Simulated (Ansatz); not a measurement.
A run of Ansatz 0.2.0 is set up as follows.

File input.yaml:

```yaml
crystal:
  lattice:
    - [-1.5765401831, 1.5765401831, 2.7119384313]
    - [1.5765401831, -1.5765401831, 2.7119384313]
    - [1.5765401831, 1.5765401831, -2.7119384313]
  atoms:
    - { symbol: Sb, position: [0.0, 0.0, 0.0] }
hamiltonian:
  xc: pbesol
  pseudopotentials: { kind: paw }
kpoints:
  mp_grid: { grid: [12, 12, 12] }
scf:
  occupations: { method: fermi_dirac, width: 0.05 }
output:
  forces: true
  stress: true
  eigenvalues: true
relax:
  f_tol: 0.01
  max_steps: 40
  cell: { stress_tol: 0.05, p_target: 30.0 }
```

Potentials or basis: Ansatz PAW.

Launch:

```console
$ ansatz run input.yaml --threads 2 --pin off --max-ram 5632MiB --backend cpu --events-out ev --progress --plain --runs-dir out
```

(1) Estimate the relaxed volume.

(2) Estimate the band gap on the k mesh.

Answers

(1) 20.42 Å³/atom.

(2) none (metal or under the smearing width).

Caveat: the volume moved by over 15 % at a fixed basis, so the end points are rough; the PAW data sets come from PBE, with cores solved anew for the run's functional, which leaves a small shift of forces and pressure.
